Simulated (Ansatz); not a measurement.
The following input was run with Ansatz 0.2.0.

```yaml
crystal:
  lattice:
    - [0.3077712, 2.499102144, 2.499102144]
    - [2.806873344, 0.0, 2.806873344]
    - [2.806873344, 2.806873344, 0.0]
  atoms:
    - { symbol: Li, position: [0.0, 0.0, 0.0] }
    - { symbol: Cl, position: [0.5, 0.5, 0.5] }
basis:
  ecutwfc: 420
kpoints:
  mp_grid: { grid: [8, 8, 8] }
hamiltonian:
  xc: pbe
scf:
  occupations: { method: gaussian, width: 0.02 }
output:
  forces: true
  stress: true
  eigenvalues: true
  populations: true
```

Command:
```bash
ansatz run input.yaml --threads 1 --pin off --max-ram 1331MiB --backend cpu --events-out ev --progress --plain --runs-dir out
```

The calculation used DFT PBE, scalar-relativistic, plane waves, PAW (Ansatz).

Abridged output:

```
Pseudopotentials: kind: paw
Pseudopotential: Li, paw, valence charge 3, recommended cutoff 420 eV (normal)
Pseudopotential: Cl, paw, valence charge 7, recommended cutoff 420 eV (normal)
Functional definition: PBE
Crystal: 2 atoms, lattice volume = 36.954 Å³
Basis set: ecut = 420 eV, 711 PW (Γ), exchange–correlation on 48×54×54 points (8 copies of the dense FFT grid, shifted against one another)
Bands: 9, of which v1, the nominal top of the filled ones, is band 5 counted from 1 (4 counted from 0)
Symmetry: 12 space group operations
Space group: R-3m (ITA 166), of the structure as read, at distance tolerance 3.3e-5 Å
k-points: 65 of 512
Initial density: superposition of atomic densities (neutral atoms: chi_scale 0, normalization atom), corrected by the library's trained network
Initial wavefunctions: pseudopotential atomic-orbital guess
Functional: x = pbe(κ = 0.804, μ = 0.21951497), c = pbe(β = 0.06672455)
SCF iter   1: F=—  HF=-1287.720674 eV  |F-HF|=—  |Δ(HF+E_count)|=         —  Δρ=2.57e-4  dr2=1.56e-5  ethr=1.77e-3  ⟨swp⟩=6.7  Hψ=4150  notcnv=0
SCF iter   2: F=—  HF=-1287.720669 eV  |F-HF|=—  |Δ(HF+E_count)|=   4.81e-6  Δρ=3.37e-4  dr2=6.82e-5  ethr=1.56e-7  ⟨swp⟩=2.8  Hψ=1698  notcnv=0
SCF iter   3: F=—  HF=-1287.720641 eV  |F-HF|=—  |Δ(HF+E_count)|=   2.80e-5  Δρ=1.27e-4  dr2=7.78e-6  ethr=1.56e-7  ⟨swp⟩=2.0  Hψ=845  notcnv=0
SCF iter   4: F=—  HF=-1287.720637 eV  |F-HF|=—  |Δ(HF+E_count)|=   4.09e-6  Δρ=9.68e-5  dr2=4.73e-6  ethr=7.78e-8  ⟨swp⟩=2.0  Hψ=845  notcnv=0
SCF iter   5: F=—  HF=-1287.720635 eV  |F-HF|=—  |Δ(HF+E_count)|=   1.37e-6  Δρ=4.26e-5  dr2=9.55e-7  ethr=4.73e-8  ⟨swp⟩=1.2  Hψ=633  notcnv=0
SCF iter   6: F=-1287.720635 eV  HF=-1287.720635 eV  |F-HF|=6.07e-8  |Δ(HF+E_count)|=   3.03e-7  Δρ=1.21e-5  dr2=8.09e-8  ethr=1.00e-9  ⟨swp⟩=2.5  Hψ=2049  notcnv=0
SCF 1 converged in 6 iterations: F = -1287.720635 eV  dr2 = 8.09e-8
SCF converged after 6 iterations
Free energy (F): -1287.720635 eV
Harris-Foulkes:  -1287.720635 eV  (|F-HF|=6.07e-8)
Internal energy: -1287.720635 eV  (E = F + TS)
E sigma→0 (E₀):  -1287.720635 eV
Fermi energy:    4.108386 eV
--- Per-component energies (eV) ---
  E_band       = -109.126355
  E_kinetic    = 182.724883
  E_local      = -343.280854  (includes V_loc(G=0)·N_el)
  E_nonlocal   = -4.845533
  E_hartree    = 101.177275
  E_xc         = -118.263565
  E_vxc        = -136.373216  (∫ρ·V_xc dr)
  E_paw        = -680.365627  (= ΣΔE_a)
  E_vpaw       = -9.702313  (= ΣTr[D̂ρ^β])
  E_aug_tail   = 0.000100  (compensation charges beyond the density's cutoff)
  E_ewald      = -424.867314
  E_smearing   =  0.000000  (= −TS)
--- Forces (eV/Å), atoms counted from 1 ---
  atom   1  Li     0.00000000     0.00000000     0.00000000
  atom   2  Cl     0.00000000     0.00000000     0.00000000
--- Stress (GPa, compression-positive) ---
       -1.916892      -2.050280      -2.050280
       -2.050280      -1.916892       2.050280
       -2.050280       2.050280      -1.916892
  P = ⅓ Tr σ = -1.9169 GPa (-19.169 kbar)
--- Band table (eV; the first three rows and the last of 65) ---
  k-point 0: bands = ["-42.7925", "-12.0928", "0.8030", "0.8030", "1.5176", "6.6991", "11.8767", "11.8767", "14.8764"]
  k-point 1: bands = ["-42.7923", "-12.0368", "0.4058", "0.8041", "1.4161", "7.1329", "11.4810", "11.9222", "13.5313"]
  k-point 2: bands = ["-42.7917", "-11.8956", "-0.4816", "0.8092", "1.3060", "7.7524", "11.1980", "11.2829", "12.7537"]
  k-point 64: bands = ["-42.7895", "-11.3636", "-1.2519", "0.3598", "0.3598", "7.0344", "9.3028", "9.3028", "14.2544"]
--- Löwdin populations: 2 sites ---
  site symbol q [e]
     0     Li      2.3128
     1     Cl      7.6281
  spilling = 0.005904 (of n_electrons = 10.000000)
```

The calculation finished and met its thresholds.